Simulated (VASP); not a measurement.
# MoS2 (R3m) in VASP: notebook

Runs on MoS2. Level: PBE. Tasks: single point.

Program: VASP 6.6.1. These are calculated values, not measurements. Logs are shortened: lines on timing, memory, paths and dates and some standing lists are left out, and cuts for length are marked.

## 1. Starting point

Symmetry: R3m, No. 160, trigonal system. Conventional cell: a = 3.160 Å, b = 3.160 Å, c = 18.450 Å, α = 90.00°, β = 90.00°, γ = 120.00°. Around Mo (site symmetry 3m) lie 6 S at 2.39 Å. S (site symmetry 3m) has 3 Mo at 2.39 Å as nearest neighbours. Around S (site symmetry 3m) lie 3 Mo at 2.39 Å.

Measurements of this composition are mostly on another form, of space group No. 194.

## 2. Single point, PBE

The input, INCAR:

```
PREC     = Normal         # precision mode
ENCUT    = 400            # plane-wave cutoff, eV
EDIFF    = 1E-4           # SCF threshold, eV
ISMEAR   = 0              # smearing method
SIGMA    = 0.05           # smearing width, eV
LREAL    = Auto         
LASPH    = T              # aspherical terms in the spheres
NELM     = 100            # most SCF steps
ALGO     = Normal         # electronic algorithm
ISIF     = 2              # what is computed and relaxed
LWAVE    = F              # write WAVECAR
LCHARG   = F              # write CHGCAR
GGA      = PE             # functional
ADDGRID  = F
```

The input, KPOINTS:

```
Automatic mesh
0
Gamma
  6 6 6
```

The input, POSCAR:

```
MoS2
1.0
    1.5800000000      0.9122134253      6.1500000000
   -1.5800000000      0.9122134253      6.1500000000
    0.0000000000     -1.8244268506      6.1500000000
Mo S
1 2
Direct
    0.0000000000      0.0000000000      0.0000000000
    0.4170000000      0.4170000000      0.4170000000
    0.2500000000      0.2500000000      0.2500000000
```

Potentials or basis: VASP PAW PBE potentials, release 64 (Mo_sv, S).

The run is started by

```console
cat potpaw_PBE.64/Mo_sv/POTCAR potpaw_PBE.64/S/POTCAR > POTCAR
mpirun -np 1 vasp_std > vasp.out
```

OUTCAR:

```text
PREC = Normal
   ENCUT = 400
   EDIFF = 1E-4
   ISMEAR = 0
   LREAL = Auto
   LASPH = T
   NELM = 100
   ISIF = 2
   GGA = PE

 Found     32 irreducible k-points:

 Following reciprocal coordinates:
            Coordinates               Weight
  0.000000  0.000000  0.000000      1.000000
  0.166667  0.000000  0.000000      6.000000
  0.333333  0.000000  0.000000      6.000000
  0.500000  0.000000  0.000000      3.000000
  0.166667  0.166667  0.000000      6.000000
  0.333333  0.166667  0.000000     12.000000
   k-points           NKPTS =     32   k-points in BZ     NKDIM =     32   number of bands    NBANDS=     17
   number of dos      NEDOS =    301   number of ions     NIONS =      3
   total plane-waves  NPLWV =  32768
   dimension x,y,z NGX =    32 NGY =   32 NGZ =   32
   dimension x,y,z NGXF=    64 NGYF=   64 NGZF=   64
   ions per type =               1   2
   NGX,Y,Z   is equivalent  to a cutoff of   8.29,  8.29,  8.29 a.u.
   NGXF,Y,Z  is equivalent  to a cutoff of  16.59, 16.59, 16.59 a.u.
 SYSTEM =  unknown system
   PREC   = normal    normal or accurate (medium, high low for compatibility)
   ISTART =      0    job   : 0-new  1-cont  2-samecut
   ICHARG =      2    charge: 1-file 2-atom 10-const
   ISPIN  =      1    spin polarized calculation?
   LNONCOLLINEAR =      F non collinear calculations
   LSORBIT =      F    spin-orbit coupling
   LASPH  =      T    aspherical Exc in radial PAW
   ENCUT  =  400.0 eV  29.40 Ry    5.42 a.u.  10.46 10.46 10.46*2*pi/ulx,y,z
   NELM   =    100;   NELMIN=  2; NELMDL= -5     # of ELM steps
   EDIFF  = 0.1E-03   stopping-criterion for ELM
   LREAL  =      T    real-space projection
   EDIFFG = 0.1E-02   stopping-criterion for IOM
   NSW    =      0    number of steps for IOM
   IBRION =     -1    ionic relax: 0-MD 1-quasi-New 2-CG
   NFREE  =      0    steps in history (QN), initial steepest desc. (CG)
   ISIF   =      2    stress and relaxation
   ISYM   =      2    0-nonsym 1-usesym 2-fastsym
   POTIM  = 0.5000    time-step for ionic-motion
   TEBEG  =    0.0;   TEEND  =   0.0 temperature during run
   PSTRESS=    0.0 pullay stress
   NELECT =      26.0000    total number of electrons
   NUPDOWN=      -1.0000    fix difference up-down
   EMIN   =  10.00;   EMAX   =-10.00  energy-range for DOS
   EFERMI =   0.00;   METHOD = LEGACY
   ISMEAR =     0;   SIGMA  =   0.05  broadening in eV -4-tet -1-fermi 0-gaus
   EFERMI_NEDOS =   21; number of points for ismear=-14 and -15
   IALGO  =     38    algorithm
   IMIX   =      4    mixing-type and parameters
     AMIX     =   0.40;   BMIX     =  1.00
     AMIX_MAG =   1.60;   BMIX_MAG =  1.00
  volume/ion in A,a.u.               =      17.73       119.63
  Fermi-wavevector in a.u.,A,eV,Ry     =   1.289652  2.437089 22.629252  1.663203
  Thomas-Fermi vector in A             =   2.421532
   LORBIT       =      0    0 simple, 1 ext, 2 COOP (PROOUT), +10 PAW based schemes
   GGA     = PE    functional components
   LHFCALC =     F    Hartree Fock is set to
   AEXX    =    0.0000 exact exchange contribution
   IVDW    =     0    specifies the selected vdW correction
   LEPSILON=     F    determine dielectric tensor
   LRPA    =     F    only Hartree local field effects (RPA)
 non-spin polarized calculation
 Gauss-broadening in eV      SIGMA  =   0.05
  energy-cutoff  :      400.00
  volume of cell :       53.18
 maximum number of plane-waves:       976
   NGX = 21   NGY = 21   NGZ = 21

 number of electron      26.0000005 magnetization

 Free energy of the ion-electron system (eV)
  ---------------------------------------------------
  ext. energy  EPLUGINS =         0.00000000
  ---------------------------------------------------
  free energy    TOTEN  =       -21.78588730 eV

  energy without entropy =      -21.78588730  energy(sigma->0) =      -21.78588730

 E-fermi :   8.0381     XC(G=0): -10.8307

 val. band max:        7.6569780545   @ k =   0.5000   0.5000   0.5000
 cond. band min:       8.5966445109   @ k =  -0.1667   0.5000   0.1667
 fundamental gap:      0.9396664565
 Fermi energy:         8.0381343196

 k-point     1 :       0.0000    0.0000    0.0000
  band No.  band energies     occupation
      1     -53.8974      2.00000
      2     -28.0697      2.00000
      3     -27.8400      2.00000
      4     -27.8400      2.00000
      5      -7.4675      2.00000
      6      -5.7471      2.00000
[... 9 lines left out ...]
     16      10.1012      0.00000
     17      10.1012      0.00000

 k-point     2 :       0.1667    0.0000    0.0000
  band No.  band energies     occupation
      1     -53.8869      2.00000
      2     -28.0489      2.00000
      3     -27.9439      2.00000
      4     -27.8635      2.00000
      5      -7.0492      2.00000
      6      -5.6215      2.00000
[... 9 lines left out ...]
     16       9.7694      0.00000
     17      10.2887      0.00000

 k-point     3 :       0.3333    0.0000    0.0000
  band No.  band energies     occupation
      1     -53.8660      2.00000
      2     -28.1474      2.00000
      3     -28.0071      2.00000
      4     -27.9105      2.00000
      5      -6.0674      2.00000
      6      -5.3323      2.00000
[... 9 lines left out ...]
     16      10.7599      0.00000
     17      10.9803      0.00000

 k-point     4 :       0.5000    0.0000    0.0000
  band No.  band energies     occupation
      1     -53.8555      2.00000
      2     -28.2467      2.00000
      3     -27.9862      2.00000
      4     -27.9339      2.00000
      5      -5.4463      2.00000
      6      -5.1688      2.00000
[... 9 lines left out ...]
     16      11.1434      0.00000
     17      11.1597      0.00000

 k-point     5 :       0.1667    0.1667    0.0000
  band No.  band energies     occupation
      1     -53.8869      2.00000
      2     -28.0487      2.00000
      3     -27.9438      2.00000
      4     -27.8635      2.00000
      5      -7.0324      2.00000
      6      -5.6506      2.00000
[... 9 lines left out ...]
     16       9.7846      0.00000
     17      10.3567      0.00000

 k-point     6 :       0.3333    0.1667    0.0000
  band No.  band energies     occupation
      1     -53.8713      2.00000
      2     -28.0781      2.00000
      3     -28.0176      2.00000
      4     -27.9184      2.00000
      5      -6.3121      2.00000
      6      -5.4456      2.00000
[... 9 lines left out ...]
     16       9.9499      0.00000
     17      11.2889      0.00000

 [... further k-points ...]

------------------------ aborting loop because EDIFF is reached ----------------------------------------

  FORCE on cell =-STRESS in cart. coord.  units (eV):
  Direction    XX          YY          ZZ          XY          YZ          ZX
  --------------------------------------------------------------------------------------
  -------------------------------------------------------------------------------------
  Total        1.2803014      1.2803014      2.1264126      0.0000000      0.0000000      0.0000000
  in kB       38.5694001     38.5694001     64.0587125      0.0000000      0.0000000      0.0000000
  external PRESSURE =      47.0658376 kB  Pullay stress =       0.0000000 kB

 VOLUME and BASIS-vectors are now :
 -----------------------------------------------------------------------------
  energy-cutoff  :      400.00
  volume of cell :       53.18
      direct lattice vectors                 reciprocal lattice vectors
     1.580000000  0.912213425  6.150000000     0.316455696  0.182705781  0.054200542
    -1.580000000  0.912213425  6.150000000    -0.316455696  0.182705781  0.054200542
     0.000000000 -1.824426851  6.150000000     0.000000000 -0.365411563  0.054200542

 POSITION                                       TOTAL-FORCE (eV/Angst)
 -----------------------------------------------------------------------------------
      0.00000      0.00000      0.00000         0.000000      0.000000      0.085058
      0.00000      0.00000      7.69365         0.000000     -0.000000      0.435092
      0.00000      0.00000      4.61250         0.000000      0.000000     -0.520151
 -----------------------------------------------------------------------------------
    total drift:                                0.000000     -0.000000      0.003878

  FREE ENERGIE OF THE ION-ELECTRON SYSTEM (eV)
  ---------------------------------------------------
  free  energy   TOTEN  =       -21.7858873003 eV

  energy  without entropy=      -21.7858873003  energy(sigma->0) =      -21.78588730
```

Run time: 34 s. Hardware: 1 thread of Intel Xeon Platinum 8488C (Sapphire Rapids), shared host; peak memory 0.17 GiB.

These settings aren't checked as converged: the numbers below hold their error.

What came out:

* Free energy: -21.7859 eV
* Pressure: 4.7 GPa
* Largest force: 0.520 eV/Å
* Band gap on the k mesh: 0.94 eV, indirect (least direct gap 1.71 eV)

## 3. Single point, PBE

The input, INCAR:

```
PREC     = Accurate       # precision mode
ENCUT    = 300            # plane-wave cutoff, eV
EDIFF    = 1E-7           # SCF threshold, eV
ISMEAR   = 0              # smearing method
SIGMA    = 0.05           # smearing width, eV
LREAL    = F              # projectors in reciprocal space
LASPH    = T              # aspherical terms in the spheres
NELM     = 100            # most SCF steps
ALGO     = Normal         # electronic algorithm
ISIF     = 2              # what is computed and relaxed
LWAVE    = F              # write WAVECAR
LCHARG   = F              # write CHGCAR
GGA      = PE             # functional
ADDGRID  = F
```

The input, KPOINTS:

```
Automatic mesh
0
Gamma
  7 7 7
```

POSCAR is that of step 2.

Potentials or basis: VASP PAW PBE potentials, release 64 (Mo_sv, S).

The run is started by

```console
cat potpaw_PBE.64/Mo_sv/POTCAR potpaw_PBE.64/S/POTCAR > POTCAR
mpirun -np 1 vasp_std > vasp.out
```

It took 42 s on 1 thread of Intel Xeon Platinum 8488C (Sapphire Rapids), shared host; peak memory 0.2 GiB.

The run converged, but some of its settings lie outside the range that counts as converged, so its numbers aren't taken as properties of the crystal.

Results:

- Free energy: -21.7794 eV
- Pressure: 4.8 GPa
- Largest force: 0.514 eV/Å
- Band gap on the k mesh: 1.08 eV, indirect (least direct gap 2.14 eV)

Caveat: the cutoff is under 1.25 times the usual one of these potentials, so pressure, stress and relaxed cells hold a basis-set (Pulay) error; an odd mesh through Γ misses points on the zone boundary, where band edges often lie.

## 4. For comparison

An earlier run on the cell as given: functional PBE; potentials or basis VASP PAW PBE potentials, release 64 (Mo_sv, S); cutoff 520 eV; k mesh 10 × 10 × 10; occupations fermi-dirac, width 0.05 eV; no spin polarisation.

* Pressure: 5.2 GPa
* Largest force: 0.506 eV/Å
* Band gap on the k mesh: 0.97 eV, indirect (least direct gap 1.96 eV)
